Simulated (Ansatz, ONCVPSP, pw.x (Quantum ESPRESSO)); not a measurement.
cobalt: does the ONCV potential hold in the solid?

ONCVPSP 4.0.1.1 (patched build) input, shortened (lines: element, Z, core and valence counts, functional; n l f; lmax; l rc ep ncon nbas qcut; lloc lpopt rc5 dvloc0; l nproj debl; icmod fcfact rcfact), PBE, scalar-relativistic:

```
  Co 27.00    3    4        4      upf
    1    0    2.00
    2    0    2.00
    2    1    6.00
    3    0    2.00
    3    1    6.00
    3    2    7.00
    4    0    2.00
    2
    0    1.00    0.00    3    6   12.50
    1    1.10    0.00    4    9   11.00
    2    1.45    0.00    4    9   12.70
    4    5    0.95    4.00
    0    2    3.50
    1    2    3.80
    2    1    2.20
    3    3.00    1.80
```

Atomic tests: cutoffs needed: 56 Ha and 65 Ha (the cutoffs (Ha) at which the residual kinetic energy of the hardest occupied pseudo-wave falls to 1 and 0.1 mHa per electron); ghost test: no bound ghost flagged; no localised positive-energy state flagged; largest excitation error: -14 meV (all-electron minus pseudo) for 3s2 3p6 3d6 4s0, out of 4 test configurations.

Crystal test: fcc Co in pw.x 7.5, no spin, 16³ k-points, Fermi–Dirac smearing 0.01 Ry, cutoffs 150/600 Ry. The lattice is a test structure that the element need not adopt, and mesh and smearing are coarse. Spin polarisation and strong correlation are left out, which matters for this element.

pw.x input:

```
&control
  calculation='scf', prefix='x', pseudo_dir='./', outdir='./tmp', tstress=.true., disk_io='none'
/
&system
  ibrav=0, nat=1, ntyp=1, ecutwfc=150, ecutrho=600, nbnd=17,
  occupations='smearing', smearing='fd', degauss=0.01
/
&electrons
  conv_thr=1e-09, mixing_beta=0.4, electron_maxstep=70
/
ATOMIC_SPECIES
Co 1.0 Co.UPF
CELL_PARAMETERS angstrom
  0.00000000 1.73147813 1.73147813
  1.73147813 0.00000000 1.73147813
  1.73147813 1.73147813 0.00000000
ATOMIC_POSITIONS crystal
Co 0.0000 0.0000 0.0000
K_POINTS automatic
16 16 16 0 0 0
```

```bash
pw.x < Co.scf.in > Co.scf.out
```

**Question.** How does the run end?

**Answer.** It converges; the pressure is 0.50 GPa against -0.50 GPa from all-electron LAPW.  The log shows:

```
     charge density cutoff     =     600.0000  Ry
     scf convergence threshold =      1.0E-09
     Exchange-correlation= PBE
     number of k points=   145  Fermi-Dirac smearing, width (Ry)=  0.0100
     iteration #  1     ecut=   150.00 Ry     beta= 0.40
     total energy              =    -297.76800001 Ry
     estimated scf accuracy    <       0.01338113 Ry
     iteration #  2     ecut=   150.00 Ry     beta= 0.40
     total energy              =    -297.77128591 Ry
     estimated scf accuracy    <       0.00391016 Ry
     iteration #  3     ecut=   150.00 Ry     beta= 0.40
     total energy              =    -297.77191285 Ry
     estimated scf accuracy    <       0.00022532 Ry
     iteration #  4     ecut=   150.00 Ry     beta= 0.40
     total energy              =    -297.77192074 Ry
     estimated scf accuracy    <       0.00000184 Ry
     iteration #  5     ecut=   150.00 Ry     beta= 0.40
     total energy              =    -297.77192104 Ry
     estimated scf accuracy    <       0.00000040 Ry
     iteration #  6     ecut=   150.00 Ry     beta= 0.40
     total energy              =    -297.77192107 Ry
     estimated scf accuracy    <       0.00000003 Ry
     iteration #  7     ecut=   150.00 Ry     beta= 0.40
     total energy              =    -297.77192107 Ry
     estimated scf accuracy    <          6.3E-09 Ry
     iteration #  8     ecut=   150.00 Ry     beta= 0.40
     the Fermi energy is    19.8274 ev
!    total energy              =    -297.77192107 Ry
     estimated scf accuracy    <          6.9E-10 Ry
     smearing contrib. (-TS)   =      -0.01018102 Ry
     The total energy is F=E-TS. E is the sum of the following terms:
     one-electron contribution =    -130.48176628 Ry
     hartree contribution      =      77.57240933 Ry
     xc contribution           =     -42.37419539 Ry
     ewald contribution        =    -202.47818771 Ry
     convergence has been achieved in   8 iterations
          total   stress  (Ry/bohr**3)                   (kbar)     P=        5.04
     Message from routine punch:
     Nothing written, as per user request (disk_io='none')
```
